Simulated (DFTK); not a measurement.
The system is As.

```xyz
2
Lattice="1.8808 1.0859 3.5141 -1.8808 1.0859 3.5141 0.0000 -2.1718 3.5141" Properties=species:S:1:pos:R:3 pbc="T T T"
As    0.0000    0.0000    2.3825
As    0.0000    0.0000    8.1597
```

Program: DFTK 0.8.2. Alike in all runs: task band structure; no spin polarisation; cell as given; smearing fermi-dirac 0.05 eV.

Q: Order these runs on this cell by their pressure, lowest first.
A. level TASK; potentials or basis cp2k.nc.sr.pbe.v0_1.semicore.gth (PBE, GTH); k mesh 7 × 7 × 7; cutoff (eV) 707; SCF solver ScfAndersonSolver
B. level PBE; potentials or basis SG15 1.2 (PBE); k mesh 8 × 8 × 8; cutoff (eV) 952
C. level PBEsol; potentials or basis SG15 1.2 (PBE); k mesh 8 × 8 × 8; cutoff (eV) 952
D. level LDA; potentials or basis cp2k.nc.sr.lda.v0_1.semicore.gth (LDA, GTH); k mesh 9 × 9 × 9; cutoff (eV) 544

A: D (-2.4 GPa), C (2.3 GPa), B (4.0 GPa), A (5.9 GPa).

Caveats: the potentials were made for another functional, which shifts forces and pressure (some runs); GTH potentials come without recommended cutoffs, and this one wasn't checked for convergence (some runs); the program warned that the kinetic-energy density falls under its von Weizsäcker bound, which can give unphysical results (some runs).

Not every run made on this cell is shown here.
